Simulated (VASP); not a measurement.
# GaP: single point with PBE

**Measured values to compare with.**

From “Stacking defects in GaP nanowires: Electronic structure and optical properties”, 2018, arxiv:1810.01194, for a bulk crystal of GaP at 10 K: band gap 2.34 eV (indirect).

GaP:

```xyz
2
Lattice="0.0000 2.7252 2.7252 2.7252 0.0000 2.7252 2.7252 2.7252 0.0000" Properties=species:S:1:pos:R:3 pbc="T T T"
Ga    0.0000    0.0000    0.0000
P     4.0879    4.0879    4.0879
```

```json
{
  "Program": "VASP 6.6.1",
  "Task": "single point",
  "Functional": "PBE",
  "Potentials or basis": "VASP PAW PBE potentials, release 64 (Ga_d, P)",
  "Cutoff": "520 eV",
  "k mesh": "8 × 8 × 8",
  "Occupations": "gaussian, width 0.03 eV",
  "Spin": "no spin polarisation",
  "Further INCAR settings": "ALGO = Fast; EDIFF = 1e-06; NBANDS = 16"
}
```

```json
{
 "Pressure": "2.4 GPa",
 "Band gap on the k mesh": "1.64 eV, indirect (least direct gap 1.83 eV)"
}
```

Levels at points of the mesh, in eV from the valence-band top:
```
           k point  band 6  band 7  band 8  band 9  band 10  band 11  band 12  band 13
(0.00, 0.00, 0.00)  -12.49    0.00    0.00    0.00     1.83     3.89     3.89     3.89
(0.50, 0.00, 0.00)  -10.43   -6.63   -1.12   -1.12     1.67     4.72     4.72     8.29
(0.50, 0.50, 0.00)   -9.53   -6.75   -2.68   -2.68     1.65     1.82    10.60    10.60
```

It took 19 s on 1 thread of Intel(R) Xeon(R) 6975P-C (Granite Rapids) (shared host), peak memory 0.16 GiB.

Measured gap of GaP: 2.34 eV (indirect; 10 K; quoted in “Stacking defects in GaP nanowires: Electronic structure and optical properties”, 2018, arxiv:1810.01194). This calculation gives 1.64 eV (-0.70 eV). Spin-orbit coupling on Ga is left out. The value is that of PBE on a finite k mesh, which can miss the band edges, without temperature or zero-point motion. Semilocal functionals fall short of measured gaps as a rule.
